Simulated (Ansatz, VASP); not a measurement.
## One calculation of K, two programs

```
K
1.0
    -2.52419    2.52419    2.52419
     2.52419   -2.52419    2.52419
     2.52419    2.52419   -2.52419
K
1
Cartesian
  0.0000 0.0000 0.0000
```

Alike in both runs: task single point; functional LDA; k mesh 9 × 9 × 9; occupations methfessel-paxton of order 1, width 1 eV; no spin polarisation.

```csv
,VASP,Ansatz
version,VASP 6.6.1,Ansatz 0.2.0
potentials or method,"VASP PAW LDA potentials, release 64 (K_sv)","plane waves (420 eV) with PAW, scalar-relativistic"
plane-wave cutoff (eV),520,420
valence electrons in the cell,9,9
```

|  | VASP | Ansatz | Ansatz less VASP |
| --- | --- | --- | --- |
| pressure (GPa) | 0.0 | 0.0 | +0.02 |

Ansatz warned: «pseudo_functional_mismatch».
